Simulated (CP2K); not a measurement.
## ZnS under changes of volume

One of the cells (19.727 Å³/atom); the others are scaled copies at fixed shape and fractional positions:

```xyz
2
Lattice="3.8212 0.0000 0.0000 1.9106 3.3093 0.0000 1.9106 1.1031 3.1200" Properties=species:S:1:pos:R:3 pbc="T T T"
Zn    5.7318    3.3093    2.3400
S     0.0000    0.0000    0.0000
```

```yaml
Program: CP2K 2026.2
Functional: LDA
Potentials_or_basis: GTH_POTENTIALS Zn GTH-PADE-q12, S GTH-PADE-q6; TZVP-MOLOPT-PBE-GTH basis
Density_cutoff: 6123 eV
k_mesh: 9 × 9 × 9
Occupations: fermi-dirac, width 0.01 eV
Spin: no spin polarisation
```

| volume (Å³/atom) | energy over the lowest point (meV/atom) | pressure (GPa) | gap on the mesh (eV) |
| --- | --- | --- | --- |
| 18.543 | 0.00 | 0.6 | 2.07 |
| 18.938 | 0.84 | -1.3 | 1.98 |
| 19.332 | ? | ? | ? |
| 19.727 | 14.93 | -4.3 | 1.80 |
| 20.121 | 27.24 | -5.6 | 1.71 |
| 20.516 | 42.56 | -6.8 | 1.63 |
| 20.910 | 60.56 | -7.8 | 1.55 |

Task: What does the run at 19.332 Å³/atom give?

Result: Energy over the lowest point 5.99 meV/atom; pressure -2.9 GPa; gap on the mesh 1.89 eV.

Worked out: A Birch-Murnaghan fit of order 3 (a polynomial in V^(-2/3)) to the other rows has its minimum at 18.67 Å³/atom with B0 = V·E''(V) = 89 GPa and B' = 4.6. It gives 5.97 meV/atom at 19.332 Å³/atom, against the run's 5.99, and -dE/dV = -2.9 GPa, against -2.9. A straight line through the other rows of the gap, of slope -4.35 eV per unit of ln V (its deformation potential), gives 1.89 eV, against the run's 1.89.

Energies are extrapolated to zero smearing.

Caveats: the basis of atomic orbitals isn't converged, which shifts pressures, moduli and gaps.
